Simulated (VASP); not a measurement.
# WSe2 in VASP: further runs, part 2 of 2

VASP 6.6.1.

## Step 4: Single point, rev-vdW-DF2

The input, INCAR:

```
SYSTEM = WSe2
AGGAC = 0.0 ; ALGO = Normal
DIPOL = 0.5 0.5 0.500 ; EDIFF = 1E-7
ENCUT = 520 ; GGA = MK
ICORELEVEL = 1 ; IDIPOL = 3
ISIF = 2 ; ISMEAR = 0
KPAR = 4 ; LASPH = .True.
LCHARG = .False. ; LDIPOL = .True.
LREAL = .False. ; LUSE_VDW = .True.
LVACPOTAV = .True. ; LVHAR = .True.
LWAVE = .False. ; NELM = 80
PARAM1 = 0.1234 ; PARAM2 = 0.711357
PREC = Accurate ; SIGMA = 0.03
ZAB_VDW = -1.8867
```

The input, KPOINTS:

```
k-points
0
Gamma
  9 9 1
  0 0 0
```

The input, POSCAR:

```
WSe2                                    
1.0
    3.3031385000      0.0000000000      0.0000000000
   -1.6515687500      2.8606015700      0.0000000000
    0.0000000000      0.0000000000     31.4726104600
  Se              W             
     6     3
Direct
     0.6666669999999968    0.3333340000000007    0.2383389222275945
     0.6666669999999968    0.3333340000000007    0.3455183744593051
     0.3333330000000032    0.6666659999999993    0.4463941204383032
     0.3333330000000032    0.6666659999999993    0.5536058795616968
     0.6666669999999968    0.3333340000000007    0.6544816255406949
     0.6666669999999968    0.3333340000000007    0.7616610777724055
     0.3333330000000032    0.6666659999999993    0.2918752068268258
     0.6666669999999968    0.3333340000000007    0.5000000000000000
     0.3333330000000032    0.6666659999999993    0.7081247931731743
```

Potentials or basis: VASP PAW PBE potentials, release 64 (Se, W_sv).

The run is started by

```sh
$ cat potpaw_PBE.64/Se/POTCAR potpaw_PBE.64/W_sv/POTCAR > POTCAR
$ mpirun -np 4 vasp_std > vasp.out
```

OUTCAR:

```text
SYSTEM = WSe2
   EDIFF = 1E-7
   ENCUT = 520
   GGA = MK
   ISIF = 2
   ISMEAR = 0
   LASPH = .True.
   LREAL = .False.
   NELM = 80
   PREC = Accurate

 ion  position               nearest neighbor table
   1  0.667  0.333  0.238-   7 2.54   7 2.54   7 2.54
   2  0.667  0.333  0.346-   7 2.55   7 2.55   7 2.55
   3  0.333  0.667  0.446-   8 2.55   8 2.55   8 2.55
   4  0.333  0.667  0.554-   8 2.55   8 2.55   8 2.55
   5  0.667  0.333  0.654-   9 2.55   9 2.55   9 2.55
   6  0.667  0.333  0.762-   9 2.54   9 2.54   9 2.54
   7  0.333  0.667  0.292-   1 2.54   1 2.54   1 2.54   2 2.55   2 2.55   2 2.55
   8  0.667  0.333  0.500-   3 2.55   4 2.55   3 2.55   4 2.55   3 2.55   4 2.55
   9  0.333  0.667  0.708-   6 2.54   6 2.54   6 2.54   5 2.55   5 2.55   5 2.55

  LATTYP: Found a hexagonal cell.
 ALAT       =     3.3031385000
 C/A-ratio  =     9.5280928910

  Lattice vectors:

 A1 = (   3.3031385000,   0.0000000000,   0.0000000000)
 A2 = (  -1.6515687500,   2.8606015700,   0.0000000000)
 A3 = (   0.0000000000,   0.0000000000,  31.4726104600)

Analysis of symmetry for initial positions (statically):
=====================================================================
 Subroutine PRICEL returns:
 Original cell was already a primitive cell.

 Routine SETGRP: Setting up the symmetry group for a
 hexagonal supercell.

 Subroutine GETGRP returns: Found 12 space group operations
 (whereof 12 operations were pure point group operations)
 out of a pool of 24 trial point group operations.

The static configuration has the point symmetry D_3h.

Analysis of symmetry for dynamics (positions and initial velocities):
=====================================================================
 Subroutine PRICEL returns:
 Original cell was already a primitive cell.

 Routine SETGRP: Setting up the symmetry group for a
 hexagonal supercell.

 Subroutine GETGRP returns: Found 12 space group operations
 (whereof 12 operations were pure point group operations)
 out of a pool of 24 trial point group operations.

The dynamic configuration has the point symmetry D_3h.

 Subroutine INISYM returns: Found 12 space group operations
 (whereof 12 operations are pure point group operations),
 and found     1 'primitive' translations

----------------------------------------------------------------------------------------

                                     Primitive cell

  volume of cell :     297.3835

  direct lattice vectors                    reciprocal lattice vectors
     3.303138500  0.000000000  0.000000000     0.302742377  0.174788357  0.000000000
    -1.651568750  2.860601570  0.000000000     0.000000000  0.349576820  0.000000000
     0.000000000  0.000000000 31.472610460     0.000000000  0.000000000  0.031773659

  length of vectors
     3.303138500  3.303138005 31.472610460     0.349576768  0.349576820  0.031773659

  position of ions in fractional coordinates (direct lattice)
     0.666667000  0.333334000  0.238338922
     0.666667000  0.333334000  0.345518374
     0.333333000  0.666666000  0.446394120
     0.333333000  0.666666000  0.553605880
     0.666667000  0.333334000  0.654481626
     0.666667000  0.333334000  0.761661078
     0.333333000  0.666666000  0.291875207
[... 78 lines left out ...]
   NFREE  =      0    steps in history (QN), initial steepest desc. (CG)
   ISIF   =      2    stress and relaxation
   ISYM   =      2    0-nonsym 1-usesym 2-fastsym
   POTIM  = 0.5000    time-step for ionic-motion
   TEBEG  =    0.0;   TEEND  =   0.0 temperature during run
   PSTRESS=    0.0 pullay stress
   NELECT =      78.0000    total number of electrons
   NUPDOWN=      -1.0000    fix difference up-down
   EMIN   =  10.00;   EMAX   =-10.00  energy-range for DOS
   EFERMI =   0.00;   METHOD = LEGACY
   ISMEAR =     0;   SIGMA  =   0.03  broadening in eV -4-tet -1-fermi 0-gaus
   EFERMI_NEDOS =   21; number of points for ismear=-14 and -15
   IALGO  =     38    algorithm
   IMIX   =      4    mixing-type and parameters
     AMIX     =   0.40;   BMIX     =  1.00
     AMIX_MAG =   1.60;   BMIX_MAG =  1.00
  volume/ion in A,a.u.               =      33.04       222.98
  Fermi-wavevector in a.u.,A,eV,Ry     =   1.047934  1.980309 14.941460  1.098166
  Thomas-Fermi vector in A             =   2.182835
   LORBIT       =      0    0 simple, 1 ext, 2 COOP (PROOUT), +10 PAW based schemes
   GGA     = MK    functional components
   LHFCALC =     F    Hartree Fock is set to
   AEXX    =    0.0000 exact exchange contribution
   IVDW_NL    =     1    kernel type
   BPARAM     = 6.3000
   IVDW    =     0    specifies the selected vdW correction
   LEPSILON=     F    determine dielectric tensor
   LRPA    =     F    only Hartree local field effects (RPA)
 non-spin polarized calculation
 Gauss-broadening in eV      SIGMA  =   0.03
  energy-cutoff  :      520.00
  volume of cell :      297.38
 maximum number of plane-waves:      8064
 NGX is ok and might be reduce to    28
   NGX = 13   NGY = 13   NGZ =117

 dipolmoment           0.000000      0.000000     -0.000000 electrons x Angstroem

 number of electron      78.0000001 magnetization

 dipolmoment           0.000000      0.000000      0.000000 electrons x Angstroem

 Free energy of the ion-electron system (eV)
  ---------------------------------------------------
  ext. energy  EPLUGINS =         0.00000000
  ---------------------------------------------------
  free energy    TOTEN  =       -48.45326476 eV

  energy without entropy =      -48.45326476  energy(sigma->0) =      -48.45326476

 the core state eigenenergies are
   1-  1s -12495.4398  2s  -1598.9841  2p  -1405.3271  3s   -205.7701  3p   -145.2447
       3d    -45.4386
   2-  1s -12495.4547  2s  -1598.9969  2p  -1405.3402  3s   -205.7815  3p   -145.2562
       3d    -45.4498
   3-  1s -12495.4627  2s  -1599.0048  2p  -1405.3482  3s   -205.7896  3p   -145.2643
       3d    -45.4579
   4-  1s -12495.4627  2s  -1599.0048  2p  -1405.3482  3s   -205.7896  3p   -145.2643
       3d    -45.4579
   5-  1s -12495.4547  2s  -1598.9969  2p  -1405.3402  3s   -205.7815  3p   -145.2562
       3d    -45.4498
   6-  1s -12495.4398  2s  -1598.9841  2p  -1405.3271  3s   -205.7701  3p   -145.2447
       3d    -45.4386
   7-  1s -69461.3498  2s -11981.8745  2p -10475.4815  3s  -2754.4664  3p  -2308.5797
       3d  -1796.5406  4s   -562.9076  4p   -416.6925  4d   -231.5704  4f    -26.4645
[... 4 lines left out ...]
   9-  1s -69461.3498  2s -11981.8745  2p -10475.4815  3s  -2754.4664  3p  -2308.5797
       3d  -1796.5406  4s   -562.9076  4p   -416.6925  4d   -231.5704  4f    -26.4645

 E-fermi :   1.8464     XC(G=0):  -7.2227

 val. band max:        1.7187679340   @ k =   0.0000   0.0000   0.0000
 cond. band min:       2.9618250241   @ k =   0.2222   0.1111   0.0000
 fundamental gap:      1.2430570901
 Fermi energy:         1.8463836579

 k-point     1 :       0.0000    0.0000    0.0000
  band No.  band energies     occupation
      1     -72.5416      2.00000
      2     -72.5366      2.00000
      3     -72.5365      2.00000
      4     -36.7621      2.00000
      5     -36.7575      2.00000
      6     -36.7575      2.00000
[... 577 lines left out ...]
     45       4.6683      0.00000
     46       4.8750      0.00000

------------------------ aborting loop because EDIFF is reached ----------------------------------------

  FORCE on cell =-STRESS in cart. coord.  units (eV):
  Direction    XX          YY          ZZ          XY          YZ          ZX
  --------------------------------------------------------------------------------------
  -------------------------------------------------------------------------------------
  Total       -0.1352715     -0.1352715     -0.0995989     -0.0000000     -0.0000000      0.0000000
  in kB       -0.7287861     -0.7287860     -0.5365967     -0.0000001     -0.0000000      0.0000000
  external PRESSURE =      -0.6647229 kB  Pullay stress =       0.0000000 kB

 VOLUME and BASIS-vectors are now :
 -----------------------------------------------------------------------------
  energy-cutoff  :      520.00
  volume of cell :      297.38
      direct lattice vectors                 reciprocal lattice vectors
     3.303138500  0.000000000  0.000000000     0.302742377  0.174788357  0.000000000
    -1.651568750  2.860601570  0.000000000     0.000000000  0.349576820  0.000000000
     0.000000000  0.000000000 31.472610460     0.000000000  0.000000000  0.031773659

 POSITION                                       TOTAL-FORCE (eV/Angst)
 -----------------------------------------------------------------------------------
      1.65157      0.95354      7.50115        -0.000000     -0.000000      0.006276
      1.65157      0.95354     10.87437        -0.000000     -0.000000     -0.015399
      0.00000      1.90707     14.04919        -0.000000      0.000000      0.001703
      0.00000      1.90707     17.42342        -0.000000     -0.000000     -0.001703
      1.65157      0.95354     20.59825        -0.000000      0.000000      0.015399
      1.65157      0.95354     23.97146        -0.000000      0.000000     -0.006276
      0.00000      1.90707      9.18607        -0.000000     -0.000000      0.007273
      1.65157      0.95354     15.73631         0.000000     -0.000000      0.000000
      0.00000      1.90707     22.28654        -0.000000     -0.000000     -0.007273
 -----------------------------------------------------------------------------------
    total drift:                               -0.000007      0.000895      0.000000

  FREE ENERGIE OF THE ION-ELECTRON SYSTEM (eV)
  ---------------------------------------------------
  free  energy   TOTEN  =       -48.4532647606 eV

  energy  without entropy=      -48.4532647606  energy(sigma->0) =      -48.45326476

Total vdW correction in eV:     10.3353208

 vacuum level on the upper side and lower side of the slab         6.856         6.856
```

It took 9 min on 4 MPI ranks of Intel Xeon Platinum 8488C (Sapphire Rapids), shared host; peak memory 1.3 GiB.

What came out:

- Free energy: -48.4533 eV
- Largest force: 0.015 eV/Å
- Band gap on the k mesh: 1.24 eV, indirect (least direct gap 1.54 eV)
- Ionisation potential of the upper face: 5.14 eV

Forces in eV/Å, atoms in the order of the input:
```
Se   0.000  0.000  0.006
Se   0.000  0.000 -0.015
Se   0.000  0.000  0.002
Se   0.000  0.000 -0.002
Se   0.000  0.000  0.015
Se   0.000  0.000 -0.006
W    0.000  0.000  0.007
W    0.000  0.000  0.000
W    0.000  0.000 -0.007
```

Core levels (eV, on the scale of the bands):
| atom | levels |
| --- | --- |
| 1 Se | 1s -12495.4, 2s -1599.0, 2p -1405.3, 3s -205.8, 3p -145.2, 3d -45.4 |
| 2 Se | 1s -12495.5, 2s -1599.0, 2p -1405.3, 3s -205.8, 3p -145.3, 3d -45.4 |
| 3 Se | 1s -12495.5, 2s -1599.0, 2p -1405.3, 3s -205.8, 3p -145.3, 3d -45.5 |
| 4 Se | 1s -12495.5, 2s -1599.0, 2p -1405.3, 3s -205.8, 3p -145.3, 3d -45.5 |
| 5 Se | 1s -12495.5, 2s -1599.0, 2p -1405.3, 3s -205.8, 3p -145.3, 3d -45.4 |
| 6 Se | 1s -12495.4, 2s -1599.0, 2p -1405.3, 3s -205.8, 3p -145.2, 3d -45.4 |

Caveat: the PAW data sets were made with another functional, which shifts forces and pressure a little; spin-orbit coupling is left out, which moves the levels of the heavy elements.
